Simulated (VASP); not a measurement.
# SnO2 (Cassiterite) (P4_2/mnm) in VASP: settings compared, part 2 of 3

VASP 6.6.1. The steps go on from the part before.

### 3 Dielectric tensor, PBE

INCAR

```
SYSTEM = SnO2
PREC = Accurate
ENCUT = 600
EDIFF = 1E-8
ISMEAR = 0
SIGMA = 0.03
LREAL = .False.
LASPH = .True.
NELM = 80
ALGO = Normal
ISIF = 2
LWAVE = .False.
LCHARG = .False.
GGA = PE
LEPSILON = .True.
KPAR = 2
```

KPOINTS

```
Automatic mesh
0
Gamma
  6 6 8
  0 0 0
```

POSCAR

```
SnO2                                    
1.0
    4.8296627053      0.0000000000      0.0000000000
    0.0000000000      4.8296627053      0.0000000000
    0.0000000000      0.0000000000      3.2422378470
  Sn              O             
     2     4
Direct
     0.0000000000000000    1.0000000000000000    0.0000000000000000
     0.5000000000000000    0.5000000000000000    0.5000000000000000
     0.3065399150520850    0.3065399150520850    0.0000000000000000
     0.1934600849479150    0.8065399150520850    0.5000000000000000
     0.6934600849479150    0.6934600849479150    0.0000000000000000
     0.8065399150520850    0.1934600849479150    0.5000000000000000
```

Potentials or basis: VASP PAW PBE potentials, release 64 (Sn_d, O).

Started as:

```
> cat potpaw_PBE.64/Sn_d/POTCAR potpaw_PBE.64/O/POTCAR > POTCAR
> mpirun -np 2 vasp_std > vasp.out
```

OUTCAR:

```text
SYSTEM = SnO2
   PREC = Accurate
   ENCUT = 600
   EDIFF = 1E-8
   ISMEAR = 0
   LREAL = .False.
   LASPH = .True.
   NELM = 80
   ISIF = 2
   GGA = PE
   LEPSILON = .True.

 ion  position               nearest neighbor table
   1  0.000  0.000  0.000-   4 2.09   6 2.09   4 2.09   6 2.09   5 2.09   3 2.09
   2  0.500  0.500  0.500-   3 2.09   5 2.09   3 2.09   5 2.09   4 2.09   6 2.09
   3  0.307  0.307  0.000-   2 2.09   2 2.09   1 2.09
   4  0.193  0.807  0.500-   1 2.09   1 2.09   2 2.09
   5  0.693  0.693  0.000-   2 2.09   2 2.09   1 2.09
   6  0.807  0.193  0.500-   1 2.09   1 2.09   2 2.09

  LATTYP: Found a simple tetragonal cell.
 ALAT       =     4.8296627053
 C/A-ratio  =     0.6713176561

  Lattice vectors:

 A1 = (   4.8296627053,   0.0000000000,   0.0000000000)
 A2 = (   0.0000000000,   4.8296627053,   0.0000000000)
 A3 = (   0.0000000000,   0.0000000000,   3.2422378470)

Analysis of symmetry for initial positions (statically):
=====================================================================
 Subroutine PRICEL returns:
 Original cell was already a primitive cell.

 Routine SETGRP: Setting up the symmetry group for a
 simple tetragonal supercell.
[... 1065 lines left out ...]
 -----------------------------------------------------------------------------
     0.00178  0.00000  0.00000           (  0.00000  0.00000  0.00000)
     0.00000  0.00178  0.00000           (  0.00000  0.00000  0.00000)
     0.00000  0.00000 -0.00592           (  0.00000  0.00000 -0.00018)

 PIEZOELECTRIC TENSOR FIELD DIRECTION 3  (C/m^2)
 -----------------------------------------------------------------------------
     0.00038  0.00000  0.00000
     0.00000  0.00038  0.00000
     0.00000  0.00000 -0.00125

 MACROSCOPIC STATIC DIELECTRIC TENSOR (including local field effects in DFT)
 ------------------------------------------------------
           4.817973    -0.000000     0.000000
          -0.000000     4.817973     0.000000
           0.000000     0.000000     4.960671
 ------------------------------------------------------

 PIEZOELECTRIC TENSOR (including local field effects)  for field in x, y, z        (e  Angst)
          XX          YY          ZZ          XY          YZ          ZX
  --------------------------------------------------------------------------------
  x     0.00000     0.00000     0.00000     0.00000     0.00000     0.00000
  y     0.00000     0.00000     0.00000     0.00000     0.00000     0.00000
  z     0.00000     0.00000     0.00000     0.00000     0.00000     0.00000

 PIEZOELECTRIC TENSOR (including local field effects)  for field in x, y, z        (C/m^2)
          XX          YY          ZZ          XY          YZ          ZX
  --------------------------------------------------------------------------------
  x     0.00000     0.00000     0.00000     0.00000     0.00000     0.00000
  y     0.00000     0.00000     0.00000     0.00000     0.00000     0.00000
  z     0.00000     0.00000     0.00000     0.00000     0.00000     0.00000

 BORN EFFECTIVE CHARGES (including local field effects) (in |e|, cummulative output)
 ---------------------------------------------------------------------------------
 ion    1
    1     4.12178     0.52806     0.00000
    2     0.52806     4.12178     0.00000
    3     0.00000     0.00000     4.50881
 ion    2
    1     4.12178    -0.52806     0.00000
    2    -0.52806     4.12178     0.00000
    3     0.00000     0.00000     4.50881
 ion    3
    1    -2.06089    -0.75974     0.00000
    2    -0.75974    -2.06089     0.00000
    3     0.00000     0.00000    -2.25441
 ion    4
    1    -2.06089     0.75974     0.00000
    2     0.75974    -2.06089     0.00000
    3     0.00000     0.00000    -2.25441
 ion    5
    1    -2.06089    -0.75974     0.00000
    2    -0.75974    -2.06089     0.00000
    3     0.00000     0.00000    -2.25441
 ion    6
    1    -2.06089     0.75974     0.00000
    2     0.75974    -2.06089     0.00000
    3     0.00000     0.00000    -2.25441
```

stdout:

```text
POSCAR found type information on POSCAR SnO
 POSCAR found :  2 types and       6 ions
 scaLAPACK will be used
 LDA part: xc-table for (Slater+PW92), standard interpolation
 POSCAR, INCAR and KPOINTS ok, starting setup
 FFT: planning ... GRIDC
 FFT: planning ... GRID_SOFT
 FFT: planning ... GRID
[... 101 lines left out ...]
 LRF_COMMUTATOR internal error: the vector H(1)-e(1) S(1) |phi(0)> is not orthog
 onal to |phi(0)> (-2.307444238197620E-004,-1.040834085586084E-015)
 LRF_COMMUTATOR internal error: the vector H(1)-e(1) S(1) |phi(0)> is not orthog
 onal to |phi(0)> (2.307444237797940E-004,-9.617306950815419E-015)
 LRF_COMMUTATOR internal error: the vector H(1)-e(1) S(1) |phi(0)> is not orthog
 onal to |phi(0)> (-1.018388194471420E-004,-9.880984919163893E-015)
 LRF_COMMUTATOR internal error: the vector H(1)-e(1) S(1) |phi(0)> is not orthog
 onal to |phi(0)> (1.018388195332398E-004,-1.054711873393899E-014)
 LRF_COMMUTATOR interna
```

It took 17 min on 2 MPI ranks of Intel Xeon Platinum 8559C (Emerald Rapids), shared host; peak memory 0.61 GiB.

Results:

```
Band gap on the k mesh                  : 0.64 eV, direct
Electronic dielectric tensor (diagonal) : 4.82, 4.82, 4.96
Born charges (mean of the diagonal)     : Sn +4.25; O -2.13 e
```

Levels at points of the mesh, in eV from the valence-band top:
| k point | band 23 | band 24 | band 25 | band 26 | band 27 | band 28 | band 29 | band 30 |
| --- | --- | --- | --- | --- | --- | --- | --- | --- |
| (0.00, 0.00, 0.00) | -1.26 | -0.74 | -0.74 | 0.00 | 0.64 | 5.66 | 6.04 | 6.04 |
| (0.50, 0.00, 0.00) | -1.21 | -1.21 | -0.60 | -0.60 | 3.86 | 3.86 | 6.79 | 6.79 |
| (0.50, 0.50, 0.00) | -1.33 | -1.33 | -0.85 | -0.85 | 4.25 | 4.25 | 7.13 | 7.13 |
| (0.00, 0.00, 0.50) | -1.52 | -1.52 | -1.18 | -1.18 | 5.56 | 5.56 | 9.35 | 9.35 |
| (0.50, 0.00, 0.50) | -1.01 | -1.01 | -0.75 | -0.75 | 5.82 | 5.82 | 7.59 | 7.59 |
| (0.50, 0.50, 0.50) | -0.91 | -0.91 | -0.78 | -0.78 | 4.32 | 4.32 | 8.60 | 8.60 |

Electronic dielectric tensor:
```
4.82 0.00 0.00
0.00 4.82 0.00
0.00 0.00 4.96
```

Born effective charge tensors (e):
atom 1, Sn
```
4.12 0.53 0.00
0.53 4.12 0.00
0.00 0.00 4.51
```
atom 2, Sn
```
 4.12 -0.53  0.00
-0.53  4.12  0.00
 0.00  0.00  4.51
```
atom 3, O
```
-2.06 -0.76  0.00
-0.76 -2.06  0.00
 0.00  0.00 -2.25
```
atom 4, O
```
-2.06  0.76  0.00
 0.76 -2.06  0.00
 0.00  0.00 -2.25
```
atom 5, O
```
-2.06 -0.76  0.00
-0.76 -2.06  0.00
 0.00  0.00 -2.25
```
atom 6, O
```
-2.06  0.76  0.00
 0.76 -2.06  0.00
 0.00  0.00 -2.25
```

Caveat: the gap is small at this level, which inflates the dielectric constant; spin-orbit coupling is left out, which moves the levels of the heavy elements. A hybrid or GW would open this gap; PBE tends to underestimate it.

### 4 Phonons, LDA

This run uses another cell than the first one, of 11.90 Å³/atom, 0.944 times its volume.

POSCAR

```
SnO2
1.0
    4.7272627550      0.0000000000      0.0000000000
   -0.0000000000      4.7272627550      0.0000000000
    0.0000000000      0.0000000000      3.1959016020
  Sn              O
     2     4
Direct
     0.0000000000000000    0.0000000000000000    1.0000000000000000
     0.5000000000000000    0.5000000000000000    0.5000000000000000
     0.3060366240368579    0.3060366240368579    1.0000000000000000
     0.1939633759631421    0.8060366240368579    0.5000000000000000
     0.6939633759631421    0.6939633759631421    0.0000000000000000
     0.8060366240368579    0.1939633759631421    0.5000000000000000
```

INCAR.step1

```
  PREC = Accurate
  ENCUT = 600
  EDIFF = 1E-8
  ISMEAR = 0
  SIGMA = 0.03
  LREAL = F
  LASPH = T
  NELM = 80
  ALGO = Fast
  ISIF = 3
  LWAVE = F
  LCHARG = F
  KPAR = 2
  IBRION = 2
  NSW = 40
  EDIFFG = -0.002
```

INCAR.step2

```
  PREC = Accurate
  ENCUT = 600
  EDIFF = 1E-8
  ISMEAR = 0
  SIGMA = 0.03
  LREAL = F
  LASPH = T
  NELM = 80
  ALGO = Fast
  ISIF = 2
  LWAVE = F
  LCHARG = F
  KPAR = 2
  IBRION = 6
  NFREE = 2
  POTIM = 0.015
  NSW = 1
```

KPOINTS

```
Automatic mesh
0
Gamma
  6 6 8
```

Potentials or basis: VASP PAW LDA potentials, release 64 (Sn_d, O).

Started as:

```
> cat potpaw_LDA.64/Sn_d/POTCAR potpaw_LDA.64/O/POTCAR > POTCAR
> cp INCAR.step1 INCAR
> mpirun -np 2 vasp_std > vasp.out
> cp CONTCAR POSCAR
> cp INCAR.step2 INCAR
> mpirun -np 2 vasp_std > vasp.out
```

OUTCAR:

```text
PREC = Accurate
   ENCUT = 600
   EDIFF = 1E-8
   ISMEAR = 0
   LREAL = F
   LASPH = T
   NELM = 80
   ISIF = 2
   IBRION = 6
   NFREE = 2
   POTIM = 0.015
   NSW = 1

 ion  position               nearest neighbor table
   1  0.000  0.000  0.000-   3 2.05   5 2.05   4 2.06   6 2.06   4 2.06   6 2.06   2 3.70   2 3.70
                             2 3.70   2 3.70   2 3.70   2 3.70   2 3.70   2 3.70
   2  0.500  0.500  0.500-   4 2.05   6 2.05   5 2.06   3 2.06   3 2.06   5 2.06   1 3.70   1 3.70
                             1 3.70   1 3.70   1 3.70   1 3.70   1 3.70   1 3.70
   3  0.306  0.306  0.000-   1 2.05   2 2.06   2 2.06
   4  0.194  0.806  0.500-   2 2.05   1 2.06   1 2.06
   5  0.694  0.694  0.000-   1 2.05   2 2.06   2 2.06
   6  0.806  0.194  0.500-   2 2.05   1 2.06   1 2.06

  LATTYP: Found a simple tetragonal cell.
 ALAT       =     4.7271415354
 C/A-ratio  =     0.6761434337

  Lattice vectors:

 A1 = (   4.7271415354,   0.0000000000,   0.0000000000)
 A2 = (   0.0000000000,   4.7271415354,   0.0000000000)
 A3 = (   0.0000000000,   0.0000000000,   3.1962257091)

Analysis of symmetry for initial positions (statically):
=====================================================================
 Subroutine PRICEL returns:
 Original cell was already a primitive cell.

 Routine SETGRP: Setting up the symmetry group for a
 simple tetragonal supercell.

 Subroutine GETGRP returns: Found 16 space group operations
 (whereof  8 operations were pure point group operations)
 out of a pool of 16 trial point group operations.

The static configuration has the point symmetry D_2h.
 The point group associated with its full space group is D_4h.

Analysis of symmetry for dynamics (positions and initial velocities):
=====================================================================
 Subroutine PRICEL returns:
 Original cell was already a primitive cell.

 Routine SETGRP: Setting up the symmetry group for a
 simple tetragonal supercell.

 Subroutine GETGRP returns: Found 16 space group operations
 (whereof  8 operations were pure point group operations)
 out of a pool of 16 trial point group operations.

The dynamic configuration has the point symmetry D_2h.
 The point group associated with its full space group is D_4h.

 Subroutine INISYM returns: Found 16 space group operations
 (whereof  8 operations are pure point group operations),
 and found     1 'primitive' translations

----------------------------------------------------------------------------------------

                                     Primitive cell

  volume of cell :      71.4224

  direct lattice vectors                    reciprocal lattice vectors
     4.727141535  0.000000000  0.000000000     0.211544332  0.000000000  0.000000000
     0.000000000  4.727141535  0.000000000     0.000000000  0.211544332  0.000000000
     0.000000000  0.000000000  3.196225709     0.000000000  0.000000000  0.312869018

  length of vectors
     4.727141535  4.727141535  3.196225709     0.211544332  0.211544332  0.312869018

[... 130 lines left out ...]

 number of electron      51.9999995 magnetization

 Free energy of the ion-electron system (eV)
  ---------------------------------------------------
  ext. energy  EPLUGINS =         0.00000000
  ---------------------------------------------------
  free energy    TOTEN  =       -42.29208392 eV

  energy without entropy =      -42.29208392  energy(sigma->0) =      -42.29208392

------------------------ aborting loop because EDIFF is reached ----------------------------------------

  FORCE on cell =-STRESS in cart. coord.  units (eV):
  Direction    XX          YY          ZZ          XY          YZ          ZX
  --------------------------------------------------------------------------------------
  -------------------------------------------------------------------------------------
  Total       -0.0078530     -0.0078530     -0.0059073      0.0000000      0.0000000      0.0000000
  in kB       -0.1761618     -0.1761618     -0.1325154      0.0000000      0.0000000      0.0000000
  external PRESSURE =      -0.1616130 kB  Pullay stress =       0.0000000 kB
[... 307 lines left out ...]
--------------------------------------- Ionic step        9  -------------------------------------------

 number of electron      51.9999996 magnetization

 Free energy of the ion-electron system (eV)
  ---------------------------------------------------
  ext. energy  EPLUGINS =         0.00000000
  ---------------------------------------------------
  free energy    TOTEN  =       -42.29060228 eV

  energy without entropy =      -42.29060228  energy(sigma->0) =      -42.29060228

 E-fermi :   6.0401     XC(G=0): -11.8110

 val. band max:        5.8866517880   @ k =   0.0000   0.0000   0.0000
 cond. band min:       7.0350635609   @ k =   0.0000   0.0000   0.0000
 fundamental gap:      1.1484117729
 Fermi energy:         6.0400662175

 k-point     1 :       0.0000    0.0000    0.0000
  band No.  band energies     occupation
      1     -15.1228      2.00000
      2     -14.3488      2.00000
      3     -14.0835      2.00000
      4     -14.0648      2.00000
      5     -14.0642      2.00000
      6     -13.9880      2.00000
[... 805 lines left out ...]
     30      14.3943      0.00000
     31      15.2048      0.00000

 [... further k-points ...]
[... 5 lines left out ...]
  --------------------------------------------------------------------------------------
  -------------------------------------------------------------------------------------
  Total       -0.0037765     -0.0037765     -0.0014187      0.0024100     -0.0837940     -0.0837940
  in kB       -0.0847161     -0.0847161     -0.0318246      0.0540613     -1.8797003     -1.8797003
  external PRESSURE =      -0.0670856 kB  Pullay stress =       0.0000000 kB
[... 21 lines left out ...]
  FREE ENERGIE OF THE ION-ELECTRON SYSTEM (eV)
  ---------------------------------------------------
  free  energy   TOTEN  =       -42.2906022827 eV

  energy  without entropy=      -42.2906022827  energy(sigma->0) =      -42.29060228

 INTERNAL STRAIN TENSORS FROM DISPLACED ATOMS
 ============================================

 INTERNAL STRAIN TENSOR FOR ION    1 for displacements in x,y,z  (eV/Angst):
          X           Y           Z          XY          YZ          ZX
  --------------------------------------------------------------------------------
  x     0.00000     0.00000     0.00000     0.00000     0.00000     0.00000
  y     0.00000     0.00000     0.00000     0.00000     0.00000     0.00000
  z     0.00000     0.00000     0.00000     0.00000     0.00000     0.00000

 INTERNAL STRAIN TENSOR FOR ION    6 for displacements in x,y,z  (eV/Angst):
          X           Y           Z          XY          YZ          ZX
  --------------------------------------------------------------------------------
  x     1.40104     0.48632     5.19769     2.48186     0.00000     0.00000
  y    -0.48632    -1.40104    -5.19769    -2.48186     0.00000     0.00000
  z     0.00000     0.00000     0.00000     0.00000    -5.58585     5.58585

 Eigenvectors and eigenvalues of the dynamical matrix
 ----------------------------------------------------

   1 f  =   22.652027 THz   142.326883 2PiTHz  755.590288 cm-1    93.681214 meV
             X         Y         Z           dx          dy          dz
      0.000000  0.000000  0.000000    -0.000000    0.000000   -0.000000
      2.363571  2.363571  1.598113     0.000000    0.000000    0.000000
      1.446699  1.446699  0.000000     0.353553    0.353553   -0.000000
      0.916872  3.810269  1.598113     0.353553   -0.353553    0.000000
      3.280443  3.280443  0.000000    -0.353553   -0.353553   -0.000000
      3.810269  0.916872  1.598113    -0.353553    0.353553   -0.000000
[... 145 lines left out ...]
  18 f/i=    0.007395 THz     0.046462 2PiTHz    0.246658 cm-1     0.030582 meV
             X         Y         Z           dx          dy          dz
      0.000000  0.000000  0.000000    -0.562016    0.278485   -0.000000
      2.363571  2.363571  1.598113    -0.562062    0.278577   -0.000000
      1.446699  1.446699  0.000000    -0.206913    0.102722   -0.000000
      0.916872  3.810269  1.598113    -0.206674    0.102241   -0.000000
      3.280443  3.280443  0.000000    -0.206913    0.102722   -0.000000
      3.810269  0.916872  1.598113    -0.206674    0.102241   -0.000000

 ELASTIC MODULI CONTR FROM IONIC RELAXATION (kBar)
 Direction    XX          YY          ZZ          XY          YZ          ZX
 --------------------------------------------------------------------------------
 XX         -68.7621     55.0172    -37.8526      0.0000     -0.0000     -0.0000
 YY          55.0172    -68.7621    -37.8526      0.0000      0.0000      0.0000
 ZZ         -37.8526    -37.8526   -208.4873      0.0000     -0.0000     -0.0000
 XY           0.0000      0.0000      0.0000    -32.9070     -0.0000     -0.0000
 YZ          -0.0000      0.0000     -0.0000     -0.0000   -217.6431     -0.0000
 ZX          -0.0000      0.0000     -0.0000     -0.0000     -0.0000   -217.6431
 --------------------------------------------------------------------------------
```

Run time: 7 min. Hardware: 2 MPI ranks of Intel Xeon 6975P-C (Granite Rapids), shared host; peak memory 0.45 GiB.

What came out:

```yaml
Highest_phonon_frequency_at_Γ_LO-TO_splitting_left_out: 756 cm⁻¹
```

Phonon frequencies in cm⁻¹ (negative: imaginary):
```
              q point                                                        frequencies
(0.000, 0.000, 0.000)  0 0 0 102 147 223 223 282 282 348 463 468 468 561 601 601 629 756
```

(Part 2 of 3 ends here.)
